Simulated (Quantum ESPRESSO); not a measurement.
# H on fcc sites of Ti(0001): a series in the coverage, part 2 of 9

What law, if any, do the results for H on fcc sites of Ti(0001) follow against the coverage?

Quantum ESPRESSO 7.5; plane-wave DFT, PBE, GBRV ultrasoft pseudopotentials.

So far. Step 2 (Relaxing cell and ions of the reference):  The last row is no step: it is a fresh SCF in the final cell with a new plane-wave basis, +0 meV from the row before. The relaxed cell has a = 2.939, c = 4.645 Å (conventional setting).

## 3. Self-consistent run of the reference

A bulk run at that cell gives the reference energy and levels.

Contents of ref.bulk.in:

```
&control
  prefix = 'ref.bulk'
  outdir = './out'
  pseudo_dir = './pseudo'
  calculation = 'scf'
  tprnfor = .true.
/
&system
  ibrav = 0
  nat = 2
  ntyp = 1
  ecutwfc = 40
  ecutrho = 200
  occupations = 'smearing'
  smearing = 'mv'
  degauss = 0.02
/
&electrons
  conv_thr = 1e-09
  mixing_beta = 0.4
  electron_maxstep = 120
/
ATOMIC_SPECIES
  Ti  47.8670  ti_pbe_v1.4.uspp.F.UPF
CELL_PARAMETERS angstrom
  2.93930890900000 0.00000000000000 0.00000000000000
  -1.46965445500000 2.54551618500000 0.00000000000000
  0.00000000000000 0.00000000000000 4.64487942800000
ATOMIC_POSITIONS crystal
  Ti  0.333333333300 0.666666666700 0.250000000000
  Ti  0.666666666700 0.333333333300 0.750000000000
K_POINTS automatic
  16 16 9 0 0 0
```

The run is started by

```bash
> OMP_NUM_THREADS=1 mpirun -n 16 pw.x -nk 16 -in ref.bulk.in > ref.bulk.out
```

Log:

```text
[banner, memory and clock lines left out]
Program PWSCF v.7.5 starts
[citation notice left out]

[...]
Message from routine setup:
[...]
bravais-lattice index     =            0
     lattice parameter (alat)  =       5.5545  a.u.
     unit-cell volume          =     234.5266 (a.u.)^3
     number of atoms/cell      =            2
     number of atomic types    =            1
     number of electrons       =        24.00
     number of Kohn-Sham states=           16
     kinetic-energy cutoff     =      40.0000  Ry
     charge density cutoff     =     200.0000  Ry
     scf convergence threshold =      1.0E-09
     mixing beta               =       0.4000
     number of iterations used =            8  plain     mixing
     Exchange-correlation=  SLA  PW   PBX  PBC
                           (   1   4   3   4   0   0   0)

[...]
PseudoPot. # 1 for Ti read from file:
     ./pseudo/ti_pbe_v1.4.uspp.F.UPF
     Pseudo is Ultrasoft + core correction, Zval = 12.0
     Generated by new atomic code, or converted to UPF format
     Using radial grid of  851 points,  6 beta functions with:
                l(1) =   0
                l(2) =   0
                l(3) =   1
                l(4) =   1
                l(5) =   2
                l(6) =   2
     Q(r) pseudized with  6 coefficients,  rinner =    1.000   1.000   1.000
                                                       1.000   1.000

     atomic species   valence    mass     pseudopotential
     Ti               12.00    47.86700     Ti( 1.00)

     24 Sym. Ops., with inversion, found (12 have fractional translation)

[...]
number of k points=   150  Marzari-Vanderbilt smearing, width (Ry)=  0.0200

     Number of k-points >= 100: set verbosity='high' to print them.

     Dense  grid:    11235 G-vectors     FFT dimensions: (  25,  25,  40)

     Smooth grid:     8051 G-vectors     FFT dimensions: (  24,  24,  36)

     Check: negative core charge=   -0.000009

     Initial potential from superposition of free atoms

     starting charge      21.9999, renormalised to      24.0000

     negative rho (up, down):  4.003E-03 0.000E+00
     Starting wfcs are   20 randomized atomic wfcs

     per-process dynamical memory:    14.8 Mb

     Self-consistent Calculation

     iteration #  1     ecut=    40.00 Ry     beta= 0.40
     Davidson diagonalization with overlap
     ethr =  1.00E-02,  avg # of iterations =  3.8

     negative rho (up, down):  4.701E-03 0.000E+00

     total energy              =    -238.31616216 Ry
     estimated scf accuracy    <       1.24595894 Ry

     iteration #  2     ecut=    40.00 Ry     beta= 0.40
[...]
negative rho (up, down):  3.743E-03 0.000E+00

[...]
total energy              =    -238.46570018 Ry
     estimated scf accuracy    <       0.05006274 Ry

     iteration #  3     ecut=    40.00 Ry     beta= 0.40
[...]
negative rho (up, down):  3.010E-03 0.000E+00

[...]
total energy              =    -238.49849400 Ry
     estimated scf accuracy    <       0.02297321 Ry

     iteration #  4     ecut=    40.00 Ry     beta= 0.40
[...]
negative rho (up, down):  1.252E-03 0.000E+00

[...]
total energy              =    -238.50057980 Ry
     estimated scf accuracy    <       0.00212223 Ry

     iteration #  5     ecut=    40.00 Ry     beta= 0.40
[...]
negative rho (up, down):  1.296E-03 0.000E+00

[...]
total energy              =    -238.50145427 Ry
     estimated scf accuracy    <       0.00017946 Ry

     iteration #  6     ecut=    40.00 Ry     beta= 0.40
[...]
negative rho (up, down):  1.280E-03 0.000E+00

[...]
total energy              =    -238.50143394 Ry
     estimated scf accuracy    <       0.00007639 Ry

[...]
iteration #  9     ecut=    40.00 Ry     beta= 0.40
[...]
negative rho (up, down):  1.290E-03 0.000E+00

[...]
total energy              =    -238.50144480 Ry
     estimated scf accuracy    <       0.00000161 Ry

     iteration # 10     ecut=    40.00 Ry     beta= 0.40
[...]
negative rho (up, down):  1.292E-03 0.000E+00

[...]
total energy              =    -238.50144529 Ry
     estimated scf accuracy    <       0.00000006 Ry

     iteration # 11     ecut=    40.00 Ry     beta= 0.40
[...]
negative rho (up, down):  1.292E-03 0.000E+00

[...]
total energy              =    -238.50144532 Ry
     estimated scf accuracy    <          2.3E-09 Ry

     iteration # 12     ecut=    40.00 Ry     beta= 0.40
[...]
negative rho (up, down):  1.292E-03 0.000E+00

[...]
End of self-consistent calculation

     Number of k-points >= 100: set verbosity='high' to print the bands.

     the Fermi energy is    13.3790 ev

!    total energy              =    -238.50144532 Ry
     estimated scf accuracy    <          1.2E-10 Ry
     smearing contrib. (-TS)   =       0.00020395 Ry
     internal energy E=F+TS    =    -238.50164927 Ry

     The total energy is F=E-TS. E is the sum of the following terms:
     one-electron contribution =     -81.01507239 Ry
     hartree contribution      =      48.50171750 Ry
     xc contribution           =     -36.07608519 Ry
     ewald contribution        =    -169.91220919 Ry

     convergence has been achieved in  12 iterations

     negative rho (up, down):  1.292E-03 0.000E+00

     Forces acting on atoms (cartesian axes, Ry/au):

     atom    1 type  1   force =     0.00000000    0.00000000    0.00000000
     atom    2 type  1   force =     0.00000000   -0.00000000    0.00000000

     Total force =     0.000000     Total SCF correction =     0.000000

[...]
```

The job ended after 4 s (16 MPI ranks of Arm Neoverse V2, shared host; peak memory 0.79 GiB; 61 s of CPU time).

## 4. Relaxation with pw.x of the reference

The free molecule gives the reference for adsorption energies.

System of this step: H₂ molecule in a box. The cell holds 2 atoms: 2 H. Its edges and angles: a = 11.000 Å, b = 11.500 Å, c = 13.000 Å, α = 90.0°, β = 90.0°, γ = 90.0°. Vacuum lies along a, b and c.

Contents of ref.gas.in:

```
&control
  prefix = 'ref.gas'
  outdir = './out'
  pseudo_dir = './pseudo'
  nstep = 40
  forc_conv_thr = 0.001
  calculation = 'relax'
/
&system
  ibrav = 0
  nat = 2
  ntyp = 1
  ecutwfc = 40
  ecutrho = 200
  occupations = 'smearing'
  smearing = 'gaussian'
  degauss = 0.002
/
&electrons
  conv_thr = 1e-07
  mixing_beta = 0.4
  electron_maxstep = 120
/
&ions
/
ATOMIC_SPECIES
  H   1.0080  h_pbe_v1.4.uspp.F.UPF
CELL_PARAMETERS angstrom
  11.00000000000000 0.00000000000000 0.00000000000000
  0.00000000000000 11.50000000000000 0.00000000000000
  0.00000000000000 0.00000000000000 13.00000000000000
ATOMIC_POSITIONS crystal
  H   0.500000000000 0.500000000000 0.471153846154
  H   0.500000000000 0.500000000000 0.528846153846
K_POINTS automatic
  1 1 1 0 0 0
```

The run is started by

```bash
> OMP_NUM_THREADS=1 mpirun -n 16 pw.x -nk 1 -in ref.gas.in > ref.gas.out
```

Log:

```text
[banner, memory and clock lines left out]
Program PWSCF v.7.5 starts

          URL

     Message from routine setup:
     using ibrav=0 with symmetry is DISCOURAGED, use correct ibrav instead

     bravais-lattice index     =            0
     lattice parameter (alat)  =      20.7870  a.u.
     unit-cell volume          =   11097.6361 (a.u.)^3
     number of atoms/cell      =            2
     number of atomic types    =            1
     number of electrons       =         2.00
     number of Kohn-Sham states=            5
     kinetic-energy cutoff     =      40.0000  Ry
     charge density cutoff     =     200.0000  Ry
     scf convergence threshold =      1.0E-07
     mixing beta               =       0.4000
     number of iterations used =            8  plain     mixing
     energy convergence thresh.=      1.0E-04
     force convergence thresh. =      1.0E-03
     Exchange-correlation=  SLA  PW   PBX  PBC
                           (   1   4   3   4   0   0   0)
     nstep                     =           40

     celldm(1)=  20.786987  celldm(2)=   0.000000  celldm(3)=   0.000000
     celldm(4)=   0.000000  celldm(5)=   0.000000  celldm(6)=   0.000000

     crystal axes: (cart. coord. in units of alat)
               a(1) = (   1.000000   0.000000   0.000000 )
               a(2) = (   0.000000   1.045455   0.000000 )
               a(3) = (   0.000000   0.000000   1.181818 )

     reciprocal axes: (cart. coord. in units 2 pi/alat)
               b(1) = (  1.000000  0.000000  0.000000 )
               b(2) = (  0.000000  0.956522  0.000000 )
               b(3) = (  0.000000  0.000000  0.846154 )

     PseudoPot. # 1 for H  read from file:
     ./pseudo/h_pbe_v1.4.uspp.F.UPF
     Pseudo is Ultrasoft, Zval =  1.0
     Generated by new atomic code, or converted to UPF format
     Using radial grid of  615 points,  2 beta functions with:
                l(1) =   0
                l(2) =   0
     Q(r) pseudized with  8 coefficients,  rinner =    0.700

     atomic species   valence    mass     pseudopotential
     H                 1.00     1.00800     H ( 1.00)

      8 Sym. Ops., with inversion, found

   Cartesian axes

     site n.     atom                  positions (alat units)
         1        H      tau(   1) = (   0.5000000   0.5227273   0.5568182  )
         2        H      tau(   2) = (   0.5000000   0.5227273   0.6250000  )

     number of k points=     1  Gaussian smearing, width (Ry)=  0.0020
                       cart. coord. in units 2pi/alat
        k(    1) = (   0.0000000   0.0000000   0.0000000), wk =   2.0000000

     Dense  grid:   530123 G-vectors     FFT dimensions: (  96, 100, 120)

     Smooth grid:   379275 G-vectors     FFT dimensions: (  90,  90, 100)

     Initial potential from superposition of free atoms

     starting charge       2.0000, renormalised to       2.0000

     negative rho (up, down):  3.734E-04 0.000E+00
     Starting wfcs are    2 randomized atomic wfcs +    3 random wfcs

     per-process dynamical memory:    22.0 Mb

     Self-consistent Calculation

     iteration #  1     ecut=    40.00 Ry     beta= 0.40
     Davidson diagonalization with overlap
     ethr =  1.00E-02,  avg # of iterations =  7.0

     negative rho (up, down):  6.838E-04 0.000E+00

     total energy              =      -2.33997634 Ry
     estimated scf accuracy    <       0.11156298 Ry

     iteration #  2     ecut=    40.00 Ry     beta= 0.40
     Davidson diagonalization with overlap
     ethr =  5.58E-03,  avg # of iterations =  1.0

     negative rho (up, down):  9.467E-04 0.000E+00

     total energy              =      -2.32678332 Ry
     estimated scf accuracy    <       0.02747960 Ry

     iteration #  3     ecut=    40.00 Ry     beta= 0.40
     Davidson diagonalization with overlap
     ethr =  1.37E-03,  avg # of iterations =  2.0

     negative rho (up, down):  1.041E-03 0.000E+00

     total energy              =      -2.33005095 Ry
     estimated scf accuracy    <       0.00009308 Ry

     iteration #  4     ecut=    40.00 Ry     beta= 0.40
     Davidson diagonalization with overlap
     c_bands:  3 eigenvalues not converged
     ethr =  4.65E-06,  avg # of iterations = 20.0

     negative rho (up, down):  1.119E-03 0.000E+00

     total energy              =      -2.33004472 Ry
     estimated scf accuracy    <       0.00008326 Ry

     iteration #  5     ecut=    40.00 Ry     beta= 0.40
     Davidson diagonalization with overlap
     c_bands:  1 eigenvalues not converged
     ethr =  4.16E-06,  avg # of iterations = 20.0

     negative rho (up, down):  1.200E-03 0.000E+00

     End of self-consistent calculation

          k = 0.0000 0.0000 0.0000 ( 47391 PWs)   bands (ev):

   -10.3212  -0.2758   0.1841   0.6302   0.7317

     the Fermi energy is    -4.7948 ev

!    total energy              =      -2.33005442 Ry
     estimated scf accuracy    <       0.00000007 Ry
     smearing contrib. (-TS)   =      -0.00000000 Ry
     internal energy E=F+TS    =      -2.33005442 Ry

     The total energy is F=E-TS. E is the sum of the following terms:
     one-electron contribution =      -3.97240809 Ry
     hartree contribution      =       2.10899166 Ry
     xc contribution           =      -1.37333088 Ry
     ewald contribution        =       0.90669289 Ry

     convergence has been achieved in   5 iterations

     Forces acting on atoms (cartesian axes, Ry/au):

     atom    1 type  1   force =     0.00000000    0.00000000   -0.01656851
     atom    2 type  1   force =     0.00000000    0.00000000    0.01656851

     Total force =     0.023431     Total SCF correction =     0.000076

     BFGS Geometry Optimization
     Energy error            =      5.5E-04 Ry
     Gradient error          =      1.7E-02 Ry/Bohr

     number of scf cycles    =   1
     number of bfgs steps    =   0

     energy             new  =      -2.3300544213 Ry

     new trust radius        =       0.0165685131 bohr
     new conv_thr            =       0.0000001000 Ry

ATOMIC_POSITIONS (crystal)
H                0.5000000000        0.5000000000        0.4704794093
H                0.5000000000        0.5000000000        0.5295205907

     XML data file
     NEW-OLD atomic charge density approx. for the potential

     negative rho (up, down):  1.193E-03 0.000E+00

     per-process dynamical memory:    29.6 Mb

     Self-consistent Calculation

     iteration #  1     ecut=    40.00 Ry     beta= 0.40
     Davidson diagonalization with overlap
     c_bands:  1 eigenvalues not converged
     ethr =  1.00E-06,  avg # of iterations = 20.0

     negative rho (up, down):  1.181E-03 0.000E+00

     total energy              =      -2.33019166 Ry
     estimated scf accuracy    <       0.00007782 Ry

     iteration #  2     ecut=    40.00 Ry     beta= 0.40
     Davidson diagonalization with overlap
     ethr =  3.89E-06,  avg # of iterations = 12.0

     negative rho (up, down):  1.176E-03 0.000E+00

     total energy              =      -2.33018665 Ry
     estimated scf accuracy    <       0.00001832 Ry

     iteration #  3     ecut=    40.00 Ry     beta= 0.40
     Davidson diagonalization with overlap
     ethr =  9.16E-07,  avg # of iterations =  2.0

     negative rho (up, down):  1.175E-03 0.000E+00

     total energy              =      -2.33018869 Ry
     estimated scf accuracy    <       0.00000016 Ry

     iteration #  4     ecut=    40.00 Ry     beta= 0.40
     Davidson diagonalization with overlap
     ethr =  8.03E-09,  avg # of iterations =  2.0

     negative rho (up, down):  1.172E-03 0.000E+00

     End of self-consistent calculation

          k = 0.0000 0.0000 0.0000 ( 47391 PWs)   bands (ev):

   -10.2388  -0.2785   0.1441   0.6271   0.6751

     the Fermi energy is    -4.7819 ev

!    total energy              =      -2.33018871 Ry
     estimated scf accuracy    <       0.00000002 Ry
     smearing contrib. (-TS)   =      -0.00000000 Ry
     internal energy E=F+TS    =      -2.33018871 Ry

     The total energy is F=E-TS. E is the sum of the following terms:
     one-electron contribution =      -3.92809960 Ry
     hartree contribution      =       2.08615276 Ry
     xc contribution           =      -1.36271632 Ry
     ewald contribution        =       0.87447445 Ry

     convergence has been achieved in   4 iterations

     Forces acting on atoms (cartesian axes, Ry/au):

     atom    1 type  1   force =     0.00000000    0.00000000    0.00803632
     atom    2 type  1   force =     0.00000000    0.00000000   -0.00803632

     Total force =     0.011365     Total SCF correction =     0.000039
     Energy error            =      1.3E-04 Ry
     Gradient error          =      8.0E-03 Ry/Bohr

     number of scf cycles    =   2
     number of bfgs steps    =   1

     energy             old  =      -2.3300544213 Ry
     energy             new  =      -2.3301887063 Ry

     CASE: energy            _new < energy            _old

     new trust radius        =       0.0054115350 bohr
     new conv_thr            =       0.0000000013 Ry

ATOMIC_POSITIONS (crystal)
H                0.5000000000        0.5000000000        0.4706996909
H                0.5000000000        0.5000000000        0.5293003091

     XML data file
     NEW-OLD atomic charge density approx. for the potential

     negative rho (up, down):  1.173E-03 0.000E+00

     per-process dynamical memory:    29.6 Mb

     Self-consistent Calculation

     iteration #  1     ecut=    40.00 Ry     beta= 0.40
     Davidson diagonalization with overlap
     ethr =  1.00E-06,  avg # of iterations =  2.0

     negative rho (up, down):  1.177E-03 0.000E+00

     total energy              =      -2.33023453 Ry
     estimated scf accuracy    <       0.00000816 Ry

     iteration #  2     ecut=    40.00 Ry     beta= 0.40
     Davidson diagonalization with overlap
     ethr =  4.08E-07,  avg # of iterations =  1.0

     negative rho (up, down):  1.179E-03 0.000E+00

     total energy              =      -2.33023381 Ry
     estimated scf accuracy    <       0.00000212 Ry

     iteration #  3     ecut=    40.00 Ry     beta= 0.40
     Davidson diagonalization with overlap
     ethr =  1.06E-07,  avg # of iterations =  2.0

     negative rho (up, down):  1.180E-03 0.000E+00

     total energy              =      -2.33023410 Ry
     estimated scf accuracy    <       0.00000003 Ry

     iteration #  4     ecut=    40.00 Ry     beta= 0.40
     Davidson diagonalization with overlap
     ethr =  1.32E-09,  avg # of iterations =  2.0

     negative rho (up, down):  1.181E-03 0.000E+00

     total energy              =      -2.33023410 Ry
     estimated scf accuracy    <       0.00000004 Ry

     iteration #  5     ecut=    40.00 Ry     beta= 0.40
     Davidson diagonalization with overlap
     ethr =  1.32E-09,  avg # of iterations =  2.0

     negative rho (up, down):  1.182E-03 0.000E+00

     End of self-consistent calculation

          k = 0.0000 0.0000 0.0000 ( 47391 PWs)   bands (ev):

   -10.2668  -0.2786   0.1570   0.6265   0.6760

     the Fermi energy is    -4.7954 ev

!    total energy              =      -2.33023409 Ry
     estimated scf accuracy    <          2.0E-11 Ry
     smearing contrib. (-TS)   =      -0.00000000 Ry
     internal energy E=F+TS    =      -2.33023409 Ry

     The total energy is F=E-TS. E is the sum of the following terms:
     one-electron contribution =      -3.94251665 Ry
     hartree contribution      =       2.09364958 Ry
     xc contribution           =      -1.36620125 Ry
     ewald contribution        =       0.88483422 Ry

     convergence has been achieved in   5 iterations

     Forces acting on atoms (cartesian axes, Ry/au):

     atom    1 type  1   force =     0.00000000    0.00000000    0.00030169
     atom    2 type  1   force =     0.00000000    0.00000000   -0.00030169

     Total force =     0.000427     Total SCF correction =     0.000001
     Energy error            =      4.5E-05 Ry
     Gradient error          =      3.0E-04 Ry/Bohr

     bfgs converged in   3 scf cycles and   2 bfgs steps
     (criteria: energy <  1.0E-04 Ry, force <  1.0E-03 Ry/Bohr)

     End of BFGS Geometry Optimization

     Final energy             =      -2.3302340898 Ry

     File ./out/ref.gas.bfgs deleted, as requested
Begin final coordinates

ATOMIC_POSITIONS (crystal)
H                0.5000000000        0.5000000000        0.4706996909
H                0.5000000000        0.5000000000        0.5293003091
End final coordinates

     XML data file, charge density, pseudopotentials, collected wavefunctions

                                        0.00s GPU  (     110 calls)
```

Wall time 2.1 s (16 MPI ranks); peak memory 1.1 GiB; 32 s of CPU time.

Relaxation path:

```
step  energy less that of the first step (eV)  largest force (eV/Å)
   1                                   0.0000                0.4260
   2                                  -0.0018                0.2066
   3                                  -0.0024                0.0078
```

The relaxed structure:

```xyz
2
Lattice="11.0000 0.0000 0.0000 0.0000 11.5000 0.0000 0.0000 0.0000 13.0000" Properties=species:S:1:pos:R:3
H     5.5000    5.7500    6.1191
H     5.5000    5.7500    6.8809
```

The relaxation lowers the energy by 1 meV an atom.

Read from the output:

- free energy: -31.70 eV
- Fermi energy: -4.795 eV

[end of part 2 of 9]

[Logs are printed without paths, hosts, clocks, repeated set-up lines and the standing remarks that a program may print on its own settings, such as how far it seeks lower states.]

[Hosts, paths, dates, database ids (printed as entryN), source tags and the programs' standing remarks are cut or masked in the printed files.]

[Maps of the electrostatic potential energy from Ansatz leave out the sawtooth potential of an applied field or a dipole correction, so their vacuum need not be flat; planar profiles and work functions include it.]
